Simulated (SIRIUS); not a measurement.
Crystal: Al.

```
Al
1.0
     2.86351    0.00000    0.00000
     1.43175    2.47987    0.00000
     1.43175    0.82662    2.33804
Al
1
Direct
  0.00000 0.00000 0.00000
```

* Program: SIRIUS 7.12.0
* Task: relaxation of cell and atoms
* Functional: BLYP
* Dispersion: D3(BJ)
* Potentials or basis: PseudoDojo 0.4.1 PBE standard (scalar relativistic)
* Cutoff: 557 eV
* Density cutoff: 2229 eV
* k mesh: 11 × 11 × 11
* Occupations: fermi-dirac, width 0.05 eV
* Spin: no spin polarisation

At the start: pressure -3.4 GPa; volume 16.60 Å³/atom.

Task: How do energy, volume and symmetry change on relaxing?

Result: Over 3 steps the energy falls by 8.9 meV/atom and the volume is 15.77 Å³/atom (-5.0 %); space group Fm-3m (No. 225, to 0.05 Å).

The path:
```
step  energy change (eV)  largest force (eV/Å)  pressure (GPa)  volume (Å³)
   1              0.0000                0.0000           -3.43        16.60
   2             -0.0046                0.0000           -2.45        16.35
   3             -0.0089                0.0000            0.19        15.77
```

Final structure:
```yaml
crystal:
  lattice:
    - [2.81464, 0.00000, 0.00000]
    - [1.40732, 2.43755, 0.00000]
    - [1.40732, 0.81252, 2.29815]
  atoms:
    - { symbol: Al, position: [0.00000, 0.00000, 0.00000] }
```

Caveat: the potentials were made for another functional, which shifts forces and pressure; pairwise dispersion overbinds metals, which lowers pressure and volume.
